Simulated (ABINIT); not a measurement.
The system is Cd.

```
CELL_PARAMETERS angstrom
-1.78432 1.78432 1.78432
1.78432 -1.78432 1.78432
1.78432 1.78432 -1.78432
ATOMIC_POSITIONS crystal
Cd 0.00000 0.00000 0.00000
```

This isn't the form of Cd at room conditions, which is hcp.

```yaml
Program: ABINIT 10.8.3 (patched build)
Task: single point
Functional: PBE
Potentials_or_basis: JTH PAW PBE v2.0
Cutoff: 599 eV
k_mesh: 10 × 10 × 10
Occupations: fermi-dirac, width 0.05 eV
Spin: no spin polarisation
```

On this cell: pressure 1.2 GPa; band gap on the k mesh none (metal or under the smearing width).

The same run follows on a disturbed copy (cell strained at random at fixed volume):

```
Cd
1.0
    -1.81397    1.81561    1.82122
     1.80090   -1.81305    1.80560
     1.73307    1.73214   -1.81866
Cd
1
Direct
  0.99699 0.98496 0.01511
```

Problem. What changes?

Solution. The energy (extrapolated to zero smearing) moves by -2.7 meV/atom; pressure 1.2 GPa; band gap on the k mesh none (metal or under the smearing width).

Stress tensor (GPa, compression positive):
```
 1.15  0.21 -0.10
 0.21  1.18  0.08
-0.10  0.08  1.25
```

The energy falls, though the first cell shows no forces: that form is unstable against this distortion, unless noise or another electronic state is at work.
